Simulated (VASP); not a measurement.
# ZnS (F-43m) in VASP: a series of runs

One crystal, ZnS, is run at these levels: r2SCAN, r2SCAN0, PBE; tasks: relaxation of the atoms, relaxation of cell and atoms, single point.

Everything below comes from runs of VASP 6.6.1. Logs are shortened: lines on timing, memory, paths and dates and some standing lists are left out, and cuts for length are marked.

### Step 1. The crystal as given

Symmetry: F-43m, No. 216, cubic system. Conventional cell: a = 5.404 Å, b = 5.404 Å, c = 5.404 Å, α = 90.00°, β = 90.00°, γ = 90.00°. Zn (site symmetry -43m) has 4 S at 2.34 Å as nearest neighbours. S (site symmetry -43m) has 4 Zn at 2.34 Å as nearest neighbours.

### Step 2. Relaxation of the atoms, r2SCAN (atoms moved at random, drawn with an rms of 0.1 Å)

Contents of INCAR:

```
SYSTEM = ZnS
  ALGO = Normal
  EDIFF = 1E-6
  EDIFFG = -0.01
  ENCUT = 520
  IBRION = 2
  ISIF = 2
  ISMEAR = 0
  LASPH = .True.
  LCHARG = .False.
  LMIXTAU = .True.
  LREAL = .False.
  LWAVE = .False.
  METAGGA = R2SCAN
  NELM = 60
  NSW = 60
  PREC = Accurate
  SIGMA = 0.05
```

Contents of KPOINTS:

```
k-points
0
Gamma
  7 7 7
  0 0 0
```

Contents of POSCAR:

```
ZnS
1.0
    0.0000000000      2.7020000000      2.7020000000
    2.7020000000      0.0000000000      2.7020000000
    2.7020000000      2.7020000000      0.0000000000
Zn S
1 1
Direct
    0.7718990000      0.7348540000      0.7285300000
   -0.0108970000      0.0089540000      0.0225840000
```

Potentials or basis: VASP PAW PBE potentials, release 64 (Zn, S).

On the command line:

```sh
$ cat potpaw_PBE.64/Zn/POTCAR potpaw_PBE.64/S/POTCAR > POTCAR
$ mpirun -np 1 vasp_std > vasp.out
```

OUTCAR:

```text
SYSTEM = ZnS
   EDIFF = 1E-6
   EDIFFG = -0.01
   ENCUT = 520
   IBRION = 2
   ISIF = 2
   ISMEAR = 0
   LASPH = .True.
   LREAL = .False.
   METAGGA = R2SCAN
   NELM = 60
   NSW = 60
   PREC = Accurate

 ion  position               nearest neighbor table
   1  0.772  0.735  0.729-   2 2.21   2 2.27   2 2.45   2 2.46
   2  0.989  0.009  0.023-   1 2.21   1 2.27   1 2.45   1 2.46

  LATTYP: Found a face centered cubic cell.
 ALAT       =     5.4040000000

  Lattice vectors:

 A1 = (   0.0000000000,   2.7020000000,   2.7020000000)
 A2 = (   2.7020000000,   0.0000000000,   2.7020000000)
 A3 = (   2.7020000000,   2.7020000000,   0.0000000000)

Analysis of symmetry for initial positions (statically):
=====================================================================
 Subroutine PRICEL returns:
 Original cell was already a primitive cell.

 Routine SETGRP: Setting up the symmetry group for a
 face centered cubic supercell.

 Subroutine GETGRP returns: Found  1 space group operations
 (whereof  1 operations were pure point group operations)
 out of a pool of 48 trial point group operations.

The static configuration has the point symmetry C_1 .

Analysis of symmetry for dynamics (positions and initial velocities):
=====================================================================
 Subroutine PRICEL returns:
 Original cell was already a primitive cell.

 Routine SETGRP: Setting up the symmetry group for a
 face centered cubic supercell.

 Subroutine GETGRP returns: Found  1 space group operations
 (whereof  1 operations were pure point group operations)
 out of a pool of 48 trial point group operations.

The dynamic configuration has the point symmetry C_1 .

 Subroutine INISYM returns: Found  1 space group operations
 (whereof  1 operations are pure point group operations),
 and found     1 'primitive' translations

----------------------------------------------------------------------------------------

                                     Primitive cell

  volume of cell :      39.4535

  direct lattice vectors                    reciprocal lattice vectors
     0.000000000  2.702000000  2.702000000    -0.185048113  0.185048113  0.185048113
     2.702000000  0.000000000  2.702000000     0.185048113 -0.185048113  0.185048113
[... 105 lines left out ...]
     AMIX_MAG =   1.60;   BMIX_MAG =  1.00
  volume/ion in A,a.u.               =      19.73       133.12
  Fermi-wavevector in a.u.,A,eV,Ry     =   1.260290  2.381602 21.610537  1.588330
  Thomas-Fermi vector in A             =   2.393807
   LORBIT       =      0    0 simple, 1 ext, 2 COOP (PROOUT), +10 PAW based schemes
   METAGGA = R2SCAN    functional components
   LHFCALC =     F    Hartree Fock is set to
   AEXX    =    0.0000 exact exchange contribution
   IVDW    =     0    specifies the selected vdW correction
   LEPSILON=     F    determine dielectric tensor
   LRPA    =     F    only Hartree local field effects (RPA)
 conjugate gradient relaxation of ions
 non-spin polarized calculation
 Gauss-broadening in eV      SIGMA  =   0.05
  energy-cutoff  :      520.00
  volume of cell :       39.45
 maximum number of plane-waves:      1073
   NGX = 15   NGY = 15   NGZ = 15

--------------------------------------- Ionic step        1  -------------------------------------------

 number of electron      18.0000001 magnetization

 Free energy of the ion-electron system (eV)
  ---------------------------------------------------
  ext. energy  EPLUGINS =         0.00000000
  ---------------------------------------------------
  free energy    TOTEN  =       -18.76023074 eV

  energy without entropy =      -18.76023074  energy(sigma->0) =      -18.76023074

------------------------ aborting loop because EDIFF is reached ----------------------------------------

  FORCE on cell =-STRESS in cart. coord.  units (eV):
  Direction    XX          YY          ZZ          XY          YZ          ZX
  --------------------------------------------------------------------------------------
  -------------------------------------------------------------------------------------
  Total       -0.0608264      0.2142930      0.2163149      0.2590744     -1.0493590     -0.2781950
  in kB       -2.4701140      8.7022699      8.7843773     10.5208083    -42.6136431    -11.2972790
  external PRESSURE =       5.0055111 kB  Pullay stress =       0.0000000 kB
[... 239 lines left out ...]
--------------------------------------- Ionic step        8  -------------------------------------------

 number of electron      18.0000003 magnetization

 Free energy of the ion-electron system (eV)
  ---------------------------------------------------
  ext. energy  EPLUGINS =         0.00000000
  ---------------------------------------------------
  free energy    TOTEN  =       -18.86537773 eV

  energy without entropy =      -18.86537773  energy(sigma->0) =      -18.86537773

 E-fermi :   2.0890     XC(G=0): -10.2838

 val. band max:        1.8332856181   @ k =   0.0000   0.0000   0.0000
 cond. band min:       4.5057336775   @ k =   0.0000   0.0000   0.0000
 fundamental gap:      2.6724480595
 Fermi energy:         2.0889770400

 k-point     1 :       0.0000    0.0000    0.0000
  band No.  band energies     occupation
      1     -11.8438      2.00000
      2      -4.6697      2.00000
      3      -4.6692      2.00000
      4      -4.6662      2.00000
      5      -4.1224      2.00000
      6      -4.1222      2.00000
      7       1.8295      2.00000
      8       1.8304      2.00000
      9       1.8333      2.00000
     10       4.5057      0.00000
     11       8.7323      0.00000
     12       8.7339      0.00000
     13       8.7346      0.00000
[... 354 lines left out ...]
  band No.  band energies     occupation
      1     -11.3296      2.00000
      2      -4.6625      2.00000
      3      -4.5515      2.00000
      4      -4.5479      2.00000
      5      -4.1477      2.00000
      6      -4.0945      2.00000
      7      -0.9193      2.00000
      8       0.8633      2.00000
      9       0.9055      2.00000
     10       6.5769      0.00000
     11       7.8357      0.00000
     12       9.8066      0.00000
     13      10.2033      0.00000

 [... further k-points ...]

------------------------ aborting loop because EDIFF is reached ----------------------------------------

  FORCE on cell =-STRESS in cart. coord.  units (eV):
  Direction    XX          YY          ZZ          XY          YZ          ZX
  --------------------------------------------------------------------------------------
  -------------------------------------------------------------------------------------
  Total       -0.1476873     -0.1486710     -0.1476155      0.0071109     -0.0074808     -0.0031250
  in kB       -5.9974656     -6.0374102     -5.9945481      0.2887698     -0.3037911     -0.1269024
  external PRESSURE =      -6.0098079 kB  Pullay stress =       0.0000000 kB
[... 17 lines left out ...]
  FREE ENERGIE OF THE ION-ELECTRON SYSTEM (eV)
  ---------------------------------------------------
  free  energy   TOTEN  =       -18.8653777250 eV

  energy  without entropy=      -18.8653777250  energy(sigma->0) =      -18.86537773

 reached required accuracy - stopping structural energy minimisation
```

CONTCAR:

```text
ZnS
   1.00000000000000
     0.0000000000000000    2.7020000000000000    2.7020000000000000
     2.7020000000000000    0.0000000000000000    2.7020000000000000
     2.7020000000000000    2.7020000000000000    0.0000000000000000
  Zn              S
     1     1
Direct
     0.7558486872633370    0.7468601536953559    0.7503394544395151
     0.0051533127366608    0.9969478463046456    0.0007745455604861

  0.00000000E+00  0.00000000E+00  0.00000000E+00
  0.00000000E+00  0.00000000E+00  0.00000000E+00
```

It took 10 min on 1 thread of Intel Xeon 6975P-C (Granite Rapids), shared host; peak memory 0.24 GiB.

Results:

* Free energy: -18.8654 eV
* Energy gained by relaxing: 52.6 meV/atom
* Ionic steps: 8
* Pressure after relaxing: -0.6 GPa
* Band gap on the k mesh: 2.67 eV, direct

Forces on the atoms (eV/Å):
```
Zn   0.000  0.003 -0.001
S    0.000 -0.003  0.001
```

Step by step:
```
step  energy change (eV)  largest force (eV/Å)  pressure (GPa)
   1              0.0000                1.1426            0.50
   2             -0.0859                0.4713           -0.38
   3             -0.1020                0.1992           -0.56
   4             -0.1048                0.0664           -0.58
   5             -0.1050                0.0396           -0.60
   6             -0.1050                0.0395           -0.59
   7             -0.1051                0.0150           -0.60
   8             -0.1051                0.0027           -0.60
```

Final structure:
```xyz
2
Lattice="0.0000 2.7020 2.7020 2.7020 0.0000 2.7020 2.7020 2.7020 0.0000" Properties=species:S:1:pos:R:3 pbc="T T T"
Zn    4.0454    4.0697    4.0603
S     2.6958    0.0160    2.7077
```

Levels at points of the mesh, in eV from the valence-band top:
```csv
k point,band 5,band 6,band 7,band 8,band 9,band 10,band 11,band 12,band 13
"(0.00, 0.00, 0.00)",-5.96,-5.96,0.00,0.00,0.00,2.67,6.90,6.90,6.90
```

Caveat: the PAW data sets were made with another functional, which shifts forces and pressure a little.

[end of part 1 of 2]
